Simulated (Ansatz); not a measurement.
C3H6O can be A, `C/C=C/O`, or B, `CCC=O`.

Computed with Ansatz on PBE0-D4/def2-TZVP structures; ΔE is electronic, products minus reactants. CCSD(T)/CBS is the MP2 limit (def2-TZVPP, def2-QZVPP) plus CCSD(T) − MP2 in def2-TZVPP, frozen cores. DFT in def2-TZVPP. B3LYP here is the variant with VWN-RPA as its local correlation; programs differ in this. Each species was taken in one conformer, which may not be the lowest.

A:

```xyz
10

C    -0.036   -0.215   -1.414
C     0.222    0.313   -0.044
C    -0.257   -0.245    1.062
O    -0.066    0.176    2.336
H     0.894   -0.480   -1.926
H    -0.663   -1.108   -1.379
H    -0.545    0.524   -2.042
H     0.840    1.207    0.043
H    -0.876   -1.136    1.037
H     0.486    0.964    2.327
```

B:

Z-matrix (Å, degrees):
```
C
C 1 1.524
H 1 1.091 2 110.8
H 1 1.093 2 111.3 3 119.8
H 1 1.092 2 111.1 3 -120.0
C 2 1.499 1 111.6 3 -175.3
H 2 1.091 1 112.2 3 62.4
H 2 1.098 1 109.4 3 -57.3
O 6 1.200 2 125.2 1 -126.5
H 6 1.115 2 114.5 1 53.2
```

Task: Which isomer does CCSD(T)/CBS put lower? Give the gap. (An estimate is asked.)

Result: Computed: B, by 7.5 kcal/mol.

Task: Give E(B) − E(A) in kcal/mol with PBE-D4, CCSD/def2-TZVPP, CCSD(T)/def2-SVP, B3LYP-D4, BLYP-D4, B2PLYP, CCSD(T)/def2-TZVPP. (An estimate is asked.)

Result: The calculation gave: PBE-D4 -7.1, CCSD/def2-TZVPP -8.6, CCSD(T)/def2-SVP -11.2, B3LYP-D4 -7.7, BLYP-D4 -7.9, B2PLYP -8.4, CCSD(T)/def2-TZVPP -8.4. None reverses the order clearly.

Task: Does the order hold for the free energy at 298.15 K (harmonic terms from PBE0-D4)? (An estimate is asked.)

Result: Ansatz gave: Yes: G(B) − G(A) = -8.4 kcal/mol, for one conformer each.

Largest T1 diagnostic: 0.013.

At CCSD(T), def2-SVP lies −3.7 kcal/mol from the extrapolated value and def2-TZVPP −0.9 kcal/mol. Leaving LDA and LC-ωPBE aside and taking each functional with its dispersion term where it has one, the values, not all of them listed here, spread over 2.2 kcal/mol, from ωB97X-V to PBE-D4. LDA lies +3.3 kcal/mol from PBE without D4.
